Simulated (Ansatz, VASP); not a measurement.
**Two plane-wave programs on Ir**

```
Ir
1.0
     2.75138    0.00000    0.00000
    -1.37569    2.38276    0.00000
     0.00000    0.00000    4.46229
Ir
2
Direct
  0.66667 0.33333 0.75000
  0.33333 0.66667 0.25000
```

This isn't the form of Ir at room conditions, which is fcc.

Alike in both runs: task single point; functional LDA; k mesh 18 × 18 × 10; occupations gaussian, width 0.05 eV; no spin polarisation.

```csv
,VASP,Ansatz
version,VASP 6.6.1,Ansatz 0.2.0
potentials or method,"VASP PAW LDA potentials, release 64 (Ir)","scalar-relativistic, plane waves, PAW"
plane-wave cutoff (eV),520,420
valence electrons in the cell,18,34
```

|  | VASP | Ansatz | Ansatz less VASP |
| --- | --- | --- | --- |
| pressure (GPa) | -16.0 | -18.1 | -2.02 |
| largest component of the traceless stress (GPa) | 0.42 | 0.41 | -0.008 |

The two sets of potentials don't hold the same shells in valence.

Caveats: so large a pressure means that the cell lies far from this level's equilibrium, or that cutoff or potentials fall short (VASP). Spin-orbit coupling is left out, which matters for the levels of Ir.
